## Question

A sheet of TiAl₃ data lists the relaxed cell of one crystal at five wave cutoffs. The wave cutoff is the highest kinetic energy of the plane waves from which the electron states are built. The volume change is counted from the starting cell, which was the same in every run, and lengths a, b and c are the edges of the relaxed cell.

Ansatz 0.2.0, scalar-relativistic PBEsol without spin polarization, PAW set soft_2: TiAl₃ (Pmm2, 4 atoms per cell), with cell and atoms relaxed from the same start at each wave cutoff. The k mesh is 14×10×10, the Gaussian smearing 0.1 eV and the density cutoff four times the wave cutoff; volume changes are relative to the starting cell.

```csv
wave cutoff,volume per atom (Å³),volume change (%),length a (Å),length b (Å),length c (Å)
250 eV,16.259,-0.170,2.78743,4.730,4.933
350 eV,15.886,-2.460,2.78144,4.670,4.892
420 eV,15.896,-2.400,2.78160,4.671,4.894
520 eV,15.894,-2.410,2.78133,4.671,4.894
650 eV,15.893,-2.410,2.78132,4.671,4.894
```

The same calculations give three more facts about the starting cell, before anything had moved:

- Its edges were 2.8397, 4.6813 and 4.9007 Å.
- The calculated pressure was −0.27 GPa at 250 eV and −2.45 GPa at 650 eV, with the three runs between 250 and 650 eV within 0.05 GPa of the latter. A negative pressure means that the cell wants to shrink.
- Compared with 650 eV, the energy was too high by 335 meV/atom at 250 eV, by 8 meV/atom at 350 eV, and by less than 1 meV/atom at 420 and 520 eV.

(a) An engineer reads the small volume change at 250 eV as a sign that this run confirms the starting cell. Is that right?

(b) Why does the volume drop between 250 and 350 eV and then stay nearly constant?

(c) Estimate the volume change at 250 eV from the starting pressures and the 650 eV row.

(d) Why is the volume almost settled at 350 eV when the energy is not?

## Model answer

**(a)** No. At 250 eV edge a shortens by 1.8%, while b and c lengthen by 1.0% and 0.7%. These changes nearly cancel in the volume, so a cell that has clearly changed its shape looks untouched. At the higher cutoffs all three edges shorten, a by far the most.

**(b)** A plane-wave basis works like a set of tones with an upper limit on pitch. Sharp features of the electron states need short waves, and a low cutoff leaves these out. The electrons then cannot take their best form, and the energy comes out too high. In TiAl₃ the demand for short waves is considerable: the calculation treats 21 electrons per cell, and with three on each aluminium atom, twelve are left for titanium. Its compact 3s and 3p shells are therefore treated along with the outer electrons.

A relaxation, however, does not respond to the height of the energy. It follows the slope, that is, how the energy changes when the cell is stretched or squeezed, and the pressure measures this slope. If the missing waves cost the same energy in every cell, the whole energy curve is lifted and its minimum stays where it was. If the cost depends on the cell, the minimum moves.

The pressures in the starting cell point to the second case. All runs have the same atoms in the same places there, yet at 250 eV only about a ninth of the inward pull found at 650 eV is present. The incomplete basis acts like an outward push of 2.2 GPa. With so little pull left, the cell has hardly any reason to contract.

At 350 eV the full pull is back, and the volume falls by 0.37 Å³/atom. Raising the cutoff further changes the pull very little, so the relaxed volume stays nearly constant. The drop in the table is therefore the loss of a basis error. The material itself does not change from row to row.

**(c)** For a small change, a cell behaves like a spring: its relative volume change is the starting pressure divided by its stiffness. If the stiffness is taken to be the same at both cutoffs, it cancels in the ratio:

$$
\frac{\Delta V}{V}(250\ \text{eV}) \approx \frac{-0.27\ \text{GPa}}{-2.45\ \text{GPa}}\times(-2.41\%) \approx -0.27\%
$$

Here $\Delta V/V$ is the volume change of the table. The 650 eV row sets the scale and the 250 eV row is predicted. The table gives −0.17%, so the estimate finds the near absence of contraction but overstates what remains of it. A single pressure cannot describe a cell that shrinks along one edge and grows along two, and the stiffness may also differ at the low cutoff. In addition, the set of waves is renewed during the relaxation, which can shift the pressure when the cutoff is low. The data do not separate these reasons.

**(d)** At 350 eV the energy is still 8 meV/atom too high, but the starting pressure is already close to its value at 650 eV. In the relaxed cells, which are almost alike at these two cutoffs, the energy gap is again 8 meV/atom. The remaining error is thus nearly the same for neighbouring cell sizes, and it lifts the energy curve almost without tilting it. This is what theory leads one to expect of compact inner shells, which hardly notice a change of a few percent in the cell. The relaxed volume accordingly lies within 0.05% of the 650 eV result.

## Remarks on the reasoning

The strongest step is the comparison in the starting cell. Relaxed cells differ in size and shape, so their energies and pressures mix the effect of the basis with that of the geometry. In a common cell only the cutoffs differ. The density cutoff was raised in proportion to the wave cutoff, so the comparison tests the two together.

The estimate in (c) links two results of one calculation, pressure and relaxed volume. It shows that the missing pull accounts for most of the missing contraction. It does not show which electrons cause the error. The titanium inner shells are a well-founded suspect for the height of the energy error, though their share has not been isolated. They explain the shifted minimum less well, since compact shells should hardly notice the size of the cell.

An answer that says only "Pulay stress" fails, because the usual form of that error has the wrong sign. That familiar error arises when the set of waves is kept fixed while the cell changes: stretching the cell stretches the waves and makes the basis poorer, so the cell is pulled inward and ends up too small. Here the cell at 250 eV is too large. The steep fall of the energy between 250 and 350 eV would even lead one to expect a familiar error of several GPa inward. That the pressure errs outward instead suggests that the program corrects for it, and at 250 eV this correction may overshoot. The pressure would then no longer be the true slope of the energy. The low density cutoff may also play a part, so the cause of the outward push remains open. Energies at several fixed volumes, computed at 250 eV, would show whether the pressure follows their slope.

The shallow minimum of the volume at 350 eV is a small remnant of the basis error and says nothing about the material. The starting pressure there is 0.05 GPa more negative than at 650 eV, and the estimate of (c) turns this into a volume change of −2.46%, as in the table. From 420 eV upward the volumes differ by at most 0.003 Å³/atom, about as much as the small pressures left at the end of the relaxations can explain.

For another crystal the same check can be made before any relaxation: compute the pressure of one fixed cell at two cutoffs. If the lower cutoff gives a clearly higher pressure, as here, its relaxed cell should come out too large; if it gives a lower one, too small. Agreement between the average pressures is not quite enough, because errors of opposite sign along different edges can cancel in the average; the stresses along the separate edges should agree as well.

A settled volume is also not yet a correct one. The atomic datasets were made for the PBE functional and are used here with PBEsol, and this mismatch remains at any cutoff. The runs at 250 and 350 eV carried a warning that their cutoff was below the recommended value. The good volume at 350 eV is a finding for this crystal and does not make the warning idle.
